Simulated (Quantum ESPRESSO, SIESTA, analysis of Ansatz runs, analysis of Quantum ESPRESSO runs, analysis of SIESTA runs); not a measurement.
# V_F in LiF (Fm-3m): how far do the levels depend on the basis, the mesh and the program? (SIESTA and Quantum ESPRESSO), part 6 of 6

Question: at which Fermi levels does V_F in LiF (Fm-3m) change its charge, and how much of the answer depends on the basis, the mesh and the program? The model is a cell of 54 host atoms with 1 F taken out.

SIESTA and Quantum ESPRESSO ; SIESTA numerical-orbital DFT, PBEsol, DZP basis, PseudoDojo 0.4.1 potentials converted to PSML; charged supercells in a uniform background, point-charge correction with alignment at far sites.

So far. Step 11 (SIESTA, PBEsol, DZP, mesh 180 Ry, energy shift 0.005 …): Against the first level the gap goes from 9.10 to 9.10 eV, and the level that moves most, (+1/0), from 5.96 to 5.96 eV.

## (12) Quantum ESPRESSO, plane waves, PBEsol, k = ¼

Level of this step: Quantum ESPRESSO plane-wave DFT, PBEsol, PseudoDojo 0.4.1 SR PBEsol standard potentials; single point of a defect supercell at fixed charge in a uniform background (Quantum ESPRESSO).

The same functional and the same PseudoDojo potentials in plane waves, on the same structures: what changes is the basis alone.

Input file pw.in:

```
&CONTROL
  calculation = 'scf'
  prefix = 'pwscf'
  outdir = './tmp'
  pseudo_dir = './pseudo'
  tprnfor = .true.
  disk_io = 'low'
/
&SYSTEM
  ibrav = 0
  nat = 53
  ntyp = 2
  ecutwfc = 84
  nbnd = 136
  occupations = 'smearing'
  smearing = 'fd'
  degauss = 0.00073499
  tot_charge = -1
  nosym = .true.
/
&ELECTRONS
  conv_thr = 5d-08
  electron_maxstep = 100
  mixing_beta = 0.5
/
ATOMIC_SPECIES
Li     6.9400 Li.upf
F     18.9984 F.upf
CELL_PARAMETERS angstrom
   0.0054150000    5.9909700000    5.9909700000
   5.9909700000    0.0054150000    5.9909700000
   5.9909700000    5.9909700000    0.0054150000
ATOMIC_POSITIONS crystal
Li     0.0000569479   -0.0009518141    0.0011295301
F      0.1667845851    0.1663184629    0.1668758047
[... 25 atom lines left out ...]
Li     0.3390893160    0.3411466023    0.6592835169
[... 3 atom lines left out ...]
Li     0.3418570455    0.6595619200    0.3379538152
[... 1 atom line left out ...]
Li     0.3412040323    0.6608773124    0.6573825654
[... 9 atom lines left out ...]
Li     0.6607416451    0.3386091111    0.3389843478
[... 1 atom line left out ...]
Li     0.6592523553    0.3398684385    0.6600734989
[... 3 atom lines left out ...]
Li     0.6618117900    0.6590541510    0.3388317155
[... 2 atom lines left out ...]
F      0.8334995001    0.8329946179    0.8339305378
K_POINTS crystal
1
0.25 0.25 0.25 1.0
```

Input file pp_potential.in:

```
&INPUTPP
  prefix = 'pwscf'
  outdir = './tmp'
  filplot = 'potential.dat'
  plot_num = 11
/
&PLOT
  nfile = 1
  filepp(1) = 'potential.dat'
  iflag = 3
  output_format = 6
  fileout = 'potential.cube'
/
```

Command:

```
> OMP_NUM_THREADS=1 pw.x -in pw.in > pw.out
> OMP_NUM_THREADS=1 pp.x -in pp_potential.in > pp_potential.out
```

What it wrote:

```text
This program is part of the open-source Quantum ESPRESSO suite
     for quantum simulation of materials; please cite
         "P. Giannozzi et al., J. Phys.:Condens. Matter 21 395502 (2009);
         "P. Giannozzi et al., J. Phys.:Condens. Matter 29 465901 (2017);
         "P. Giannozzi et al., J. Chem. Phys. 152 154105 (2020);
          URL
     in publications or presentations arising from this work. More details at

     Subspace diagonalization in iterative solution of the eigenvalue problem:
     a serial algorithm will be used

     G-vector sticks info
     --------------------
     sticks:   dense  smooth     PW     G-vecs:    dense   smooth      PW
     Sum        5927    5927   1519               301577   301577   39201

     Using Slab Decomposition

     bravais-lattice index     =            0
     lattice parameter (alat)  =      16.0107  a.u.
     unit-cell volume          =    2898.2031 (a.u.)^3
     number of atoms/cell      =           53
     number of atomic types    =            2
     number of electrons       =       264.00
     number of Kohn-Sham states=          136
     kinetic-energy cutoff     =      84.0000  Ry
     charge density cutoff     =     336.0000  Ry
     scf convergence threshold =      5.0E-08
     mixing beta               =       0.5000
     number of iterations used =            8  plain     mixing
     Exchange-correlation= PBESOL
                           (   1   4  10   8   0   0   0)

     celldm(1)=  16.010729  celldm(2)=   0.000000  celldm(3)=   0.000000
     celldm(4)=   0.000000  celldm(5)=   0.000000  celldm(6)=   0.000000

     crystal axes: (cart. coord. in units of alat)
               a(1) = (   0.000639   0.707107   0.707107 )
               a(2) = (   0.707107   0.000639   0.707107 )
               a(3) = (   0.707107   0.707107   0.000639 )

     reciprocal axes: (cart. coord. in units 2 pi/alat)
               b(1) = ( -0.708066  0.707427  0.707427 )
               b(2) = (  0.707427 -0.708066  0.707427 )
               b(3) = (  0.707427  0.707427 -0.708066 )

     PseudoPot. # 1 for Li read from file:
     Li.upf
     Pseudo is Norm-conserving, Zval =  3.0
     Generated using ONCVPSP code by D. R. Hamann
     Using radial grid of 1944 points,  4 beta functions with:
                l(1) =   0
                l(2) =   0
                l(3) =   1
                l(4) =   1

     PseudoPot. # 2 for F  read from file:
     F.upf
     Pseudo is Norm-conserving + core correction, Zval =  7.0
     Generated using ONCVPSP code by D. R. Hamann
     Using radial grid of  832 points,  5 beta functions with:
                l(1) =   0
                l(2) =   0
                l(3) =   1
                l(4) =   1
                l(5) =   2

     atomic species   valence    mass     pseudopotential
     Li                3.00     6.94000     Li( 1.00)
     F                 7.00    18.99840     F ( 1.00)

     No symmetry found

   Cartesian axes

     site n.     atom                  positions (alat units)
         1        Li     tau(   1) = (   0.0001257   0.0008384  -0.0006320  )
         2        F      tau(   2) = (   0.2357105   0.2360398   0.2356460  )
         3        Li     tau(   3) = (   0.2359398   0.2368929  -0.0002286  )
         4        F      tau(   4) = (   0.4712627   0.4718212   0.2358840  )
         5        Li     tau(   5) = (   0.4720941   0.4710263  -0.0005819  )
         6        F      tau(   6) = (   0.7068617   0.7075469   0.2355767  )
         7        Li     tau(   7) = (   0.2350501   0.0008303   0.2357901  )
         8        F      tau(   8) = (   0.4714967   0.2364551   0.4722309  )
         9        Li     tau(   9) = (   0.4728479   0.2350049   0.2342146  )
        10        F      tau(  10) = (   0.7067043   0.4665638   0.4667354  )
        11        Li     tau(  11) = (   0.7059930   0.4727212   0.2363730  )
[...]
Initial potential from superposition of free atoms

     starting charge     262.8715, renormalised to     264.0000
     Starting wfcs are  158 randomized atomic wfcs

     Self-consistent Calculation

     iteration #  1     ecut=    84.00 Ry     beta= 0.50
     Davidson diagonalization with overlap
     ethr =  1.00E-02,  avg # of iterations =  3.0

     Threshold (ethr) on eigenvalues was too large:
     Diagonalizing with lowered threshold

     Davidson diagonalization with overlap
     ethr =  9.29E-04,  avg # of iterations =  1.0

     total energy              =   -1669.00431053 Ry
     estimated scf accuracy    <       2.27567071 Ry

     iteration #  2     ecut=    84.00 Ry     beta= 0.50
     Davidson diagonalization with overlap
     ethr =  8.62E-04,  avg # of iterations =  2.0

     total energy              =   -1669.56906937 Ry
     estimated scf accuracy    <       0.22192614 Ry

     iteration #  3     ecut=    84.00 Ry     beta= 0.50
     Davidson diagonalization with overlap
     ethr =  8.41E-05,  avg # of iterations =  2.0

     total energy              =   -1669.59356015 Ry
     estimated scf accuracy    <       0.02615199 Ry

     iteration #  4     ecut=    84.00 Ry     beta= 0.50
     Davidson diagonalization with overlap
     ethr =  9.91E-06,  avg # of iterations =  7.0

     total energy              =   -1669.59577248 Ry
     estimated scf accuracy    <       0.00195621 Ry

     iteration #  5     ecut=    84.00 Ry     beta= 0.50
     Davidson diagonalization with overlap
     ethr =  7.41E-07,  avg # of iterations =  5.0

     total energy              =   -1669.59614251 Ry
     estimated scf accuracy    <       0.00004505 Ry

     iteration #  6     ecut=    84.00 Ry     beta= 0.50
     Davidson diagonalization with overlap
     ethr =  1.71E-08,  avg # of iterations =  4.0

     total energy              =   -1669.59615749 Ry
     estimated scf accuracy    <       0.00001622 Ry

     iteration #  7     ecut=    84.00 Ry     beta= 0.50
     Davidson diagonalization with overlap
     ethr =  6.15E-09,  avg # of iterations =  2.0

     total energy              =   -1669.59616154 Ry
     estimated scf accuracy    <       0.00000046 Ry

     iteration #  8     ecut=    84.00 Ry     beta= 0.50
     Davidson diagonalization with overlap
     ethr =  1.76E-10,  avg # of iterations =  2.0

     End of self-consistent calculation

          k = 0.1767 0.1767 0.1767 ( 37715 PWs)   bands (ev):

   -39.4951 -39.4121 -39.3997 -39.3850 -39.3831 -39.3818 -39.3801 -39.3778
   -39.3753 -39.3425 -39.3364 -39.3360 -39.3318 -39.3314 -39.3232 -39.3165
   -39.3157 -39.3118 -39.3106 -39.3014 -39.3002 -38.7512 -38.7282 -38.7257
   -38.7233 -38.7132 -38.7102 -19.0738 -18.8812 -18.7870 -18.7816 -18.7795
   -18.7173 -18.7164 -18.7138 -18.6698 -18.6365 -18.6337 -18.5804 -18.5386
   -18.5351 -18.4814 -18.4567 -18.4541 -18.4523 -18.4474 -18.4451 -18.4157
[...]
0.3537   0.3558   0.4025   0.4321   0.4396   0.4405   0.4935   0.5419
     0.5444   0.5481   0.5487   0.5510   0.5638   0.5655   0.6556   0.6725
     0.6743   0.7399   0.7408   7.8002  10.3099  11.0710  11.3616  11.3635

     the Fermi energy is     8.2723 ev

!    total energy              =   -1669.59616166 Ry
     estimated scf accuracy    <       0.00000003 Ry
     smearing contrib. (-TS)   =       0.00000000 Ry
     internal energy E=F+TS    =   -1669.59616166 Ry

     The total energy is F=E-TS. E is the sum of the following terms:
     one-electron contribution =    -683.25169943 Ry
     hartree contribution      =     446.42616607 Ry
     xc contribution           =    -375.00265267 Ry
     ewald contribution        =   -1057.76797564 Ry

     convergence has been achieved in   8 iterations

     Forces acting on atoms (cartesian axes, Ry/au):

     atom    1 type  1   force =    -0.00028875   -0.00017913    0.00027520
     atom    2 type  2   force =    -0.00012667   -0.00003887    0.00013971
     atom    3 type  1   force =     0.00017986   -0.00014506    0.00018504
     atom    4 type  2   force =     0.00007464    0.00016775   -0.00006624
     atom    5 type  1   force =    -0.00109996    0.00013707    0.00048218
     atom    6 type  2   force =    -0.00007747    0.00010013   -0.00026395
[...]
atom   51 type  2   force =     0.00014685   -0.00005495   -0.00000972
     atom   52 type  1   force =     0.00012650   -0.00058343    0.00030026
     atom   53 type  2   force =    -0.00037688   -0.00031621   -0.00007611

     Total force =     0.006267     Total SCF correction =     0.000123

=------------------------------------------------------------------------------=
   JOB DONE.
=------------------------------------------------------------------------------=
```

The job ended after 2.5 min (1 MPI rank of Arm Neoverse V2, shared host; peak memory 0.96 GiB).

On the kept structures the largest force at this level is 0.09 eV/Å, so they are close to rest here too.

By state, in eV; the first energy still holds the atoms taken out or put in:

| charge | moment (μB) | energy over the host, electrons at the valence top | point-charge term | potential shift at far sites | its spread | correction |
| --- | --- | --- | --- | --- | --- | --- |
| −1 | 0 | 679.877 | 0.293 | -0.257 | 0.038 | 0.550 |
| 0 | 1 | 672.904 | 0.000 | - | - | 0.000 |
| +1 | 0 | 666.791 | 0.293 | -0.167 | 0.023 | 0.126 |

Against the first level the gap goes from 9.10 to 9.18 eV, and the level that moves most, (+1/0), from 5.96 to 5.99 eV.

## (13) Side by side

Gap and levels in eV, each above its own valence top, and the processor time of the defect runs (shared machines); later rows of the first program name only what differs from the first row:

| level of method | gap | (+1/0) | (0/−1) | runs | core time |
| --- | --- | --- | --- | --- | --- |
| SIESTA, PBEsol, DZP, mesh 300 Ry, energy shift 0.005 Ry, with orbitals at the vacancy, k = ¼ | 9.10 | 5.96 | 7.52 | relaxations | 72 min |
| SIESTA, energy shift 0.02 Ry | 9.00 | 5.82 | 7.39 | single points | 5.5 min |
| SIESTA, energy shift 0.01 Ry | 9.08 | 5.95 | 7.49 | single points | 9.2 min |
| SIESTA, energy shift 0.002 Ry | 9.10 | 5.93 | 7.51 | single points | 31 min |
| SIESTA, SZP | 8.86 | 5.93 | 7.21 | single points | 12 min |
| SIESTA, TZP | 9.12 | 5.93 | 7.51 | single points | 22 min |
| SIESTA, without orbitals at the vacancy | 9.10 | 5.97 | 7.52 | single points | 16 min |
| SIESTA, mesh 180 Ry | 9.10 | 5.96 | 7.52 | single points | 7.9 min |
| Quantum ESPRESSO, plane waves, PBEsol, k = ¼ | 9.18 | 5.99 | 7.52 | single points | 11 min |

Formation energies in eV with the Fermi level at the valence top and the elements as references, each run at its own level:

| level of method | +1 | 0 | −1 |
| --- | --- | --- | --- |
| SIESTA, PBEsol, DZP, mesh 300 Ry, energy shift 0.005 Ry, with orbitals at the vacancy, k = ¼ | 1.49 | 7.44 | 14.97 |
| SIESTA, energy shift 0.02 Ry | 2.40 | 8.22 | 15.62 |
| SIESTA, energy shift 0.01 Ry | 1.77 | 7.73 | 15.22 |
| SIESTA, energy shift 0.002 Ry | 1.31 | 7.24 | 14.75 |
| SIESTA, SZP | 1.77 | 7.70 | 14.92 |
| SIESTA, TZP | 1.50 | 7.43 | 14.94 |
| SIESTA, without orbitals at the vacancy | 1.53 | 7.50 | 15.02 |
| SIESTA, mesh 180 Ry | 1.49 | 7.45 | 14.97 |

## (14) What came out

| Item | Value |
| --- | --- |
| gap of the host (SIESTA, PBEsol) | 9.10 eV |
| largest difference in a level, orbitals against plane waves | 0.03 eV |
| difference in the gap, orbitals less plane waves | -0.08 eV |
| largest shift of a level that keeps clear of the band edges, SIESTA, energy shift 0.02 Ry | 0.13 eV |
| largest shift of a level that keeps clear of the band edges, SIESTA, energy shift 0.01 Ry | 0.03 eV |
| largest shift of a level that keeps clear of the band edges, SIESTA, energy shift 0.002 Ry | 0.02 eV |
| largest shift of a level that keeps clear of the band edges, SIESTA, SZP | 0.31 eV |
| largest shift of a level that keeps clear of the band edges, SIESTA, TZP | 0.02 eV |
| largest shift of a level that keeps clear of the band edges, SIESTA, without orbitals at the vacancy | 0.01 eV |
| largest shift of a level that keeps clear of the band edges, SIESTA, mesh 180 Ry | 0.00 eV |
| level (plus 1/0), SIESTA, PBEsol, DZP, mesh 300 Ry, energy shift 0.005 Ry, with orbitals at the vacancy, k = ¼ | 5.96 eV above the valence top |
| level (0/minus 1), SIESTA, PBEsol, DZP, mesh 300 Ry, energy shift 0.005 Ry, with orbitals at the vacancy, k = ¼ | 7.52 eV above the valence top |

At the level trusted most (SIESTA, PBEsol, DZP, mesh 300 Ry, energy shift 0.005 Ry, with orbitals at the vacancy, k = ¼) the charge changes at 5.96 eV (+1/0) and 7.52 eV (0/−1) above the valence top, in a gap of 9.10 eV. Orbitals and plane waves agree on the levels within 0.03 eV ((+1/0) differs most) and on the gap within 0.08 eV, so the orbital basis serves for these levels. As the energy shift falls from 0.02 to 0.002 Ry, the formation energy at charge +1 goes 2.40, 1.77, 1.49, 1.31 eV; the last step changes it by 0.18 eV. The levels that keep clear of the band edges move by at most 0.13 eV (energy shift 0.02 Ry), 0.03 eV (energy shift 0.01 Ry), 0.02 eV (energy shift 0.002 Ry), 0.31 eV (SZP), 0.02 eV (TZP), 0.01 eV (without orbitals at the vacancy) and 0.00 eV (mesh 180 Ry). Of the charges placed (−1, 0 and +1), the lowest changes at 5.96 eV (+1/0) and 7.52 eV (0/−1) above the valence top, in a gap of 9.10 eV. No levels were formed for SIESTA numerical-orbital DFT, PBEsol, TZDP basis, PseudoDojo 0.4.1 potentials converted to PSML (a run was refused). The formation energy turns negative for some Fermi levels (Li-rich), which would push the Fermi level away from there. Only the charges −1, 0 and +1 were placed; others may be stable too. Limits: one k-point off the zone centre stands for the whole zone; the images are only 8.5 Å apart; PBEsol makes the gap too small and tends to spread out bound carriers; where a gas molecule sets a chemical potential or the host's formation energy, its binding is uncorrected.

[Logs are printed without paths, hosts, clocks, repeated set-up lines and the standing remarks that a program may print on its own settings, such as how far it seeks lower states.]

[Hosts, paths, dates, database ids (printed as entryN), source tags and the programs' standing remarks are cut or masked in the printed files.]

[For some hosts the program warned that the k-mesh of the response run may be too coarse for force constants and the static dielectric constant; such warnings are not shown here.]

[Charge tables in the logs are Mulliken or Hirshfeld populations, whose sizes and signs can differ; where basis functions stand at a vacancy, SIESTA counts their charge against the missing atom's valence.]

[In relaxation paths of CP2K, step 0 can be the structure after the first move, since the trajectory file begins there, and the last row can be the final structure solved once more.]
